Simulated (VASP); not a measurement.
Here is a VASP 6.6.1 calculation.

File INCAR:

```
SYSTEM = MgF2
ALGO     = Fast           ! electronic algorithm
EDIFF    = 1E-6           ! SCF threshold, eV
ENCUT    = 520            ! plane-wave cutoff, eV
GGA      = PS             ! functional
ISIF     = 2              ! what is computed and relaxed
ISMEAR   = 0              ! smearing method
LASPH    = .True.         ! aspherical terms in the spheres
LCHARG   = .False.        ! write CHGCAR
LREAL    = .False.        ! projectors in reciprocal space
LWAVE    = .False.        ! write WAVECAR
NELM     = 100            ! most SCF steps
PREC     = Accurate       ! precision mode
SIGMA    = 0.5            ! smearing width, eV
```

KPOINTS

```
k-points
0
Gamma
  6 6 8
  0 0 0
```

File POSCAR:

```
MgF2
1.0
    4.6190100000      0.0000000000      0.0000000000
    0.0000000000      4.6267800000      0.0000000000
    0.0000000000      0.0000000000      3.0516200000
Mg F
2 4
Direct
    0.5000000000      0.5000000000      0.5000000000
    0.0000000000      0.0000000000      0.0000000000
    0.8030000000      0.1967300000      0.5000000000
    0.1970000000      0.8032700000      0.5000000000
    0.3030000000      0.3032700000      0.0000000000
    0.6970000000      0.6967300000      0.0000000000
```

Potentials or basis: VASP PAW PBE potentials, release 64 (Mg, F).

Launch:

```sh
$ cat potpaw_PBE.64/Mg/POTCAR potpaw_PBE.64/F/POTCAR > POTCAR
$ mpirun -np 1 vasp_std > vasp.out
```

Task: Predict the largest force.

Result: 0.004 eV/Å.

Task: What does it give for the band gap on the k mesh?

Result: 6.93 eV, direct.

Stress tensor (GPa, compression positive):
```
0.22 0.00 0.00
0.00 0.14 0.00
0.00 0.00 0.28
```

Caveat: the PAW data sets were made with another functional, which shifts forces and pressure a little. A hybrid or GW would open this gap; PBEsol tends to underestimate it.
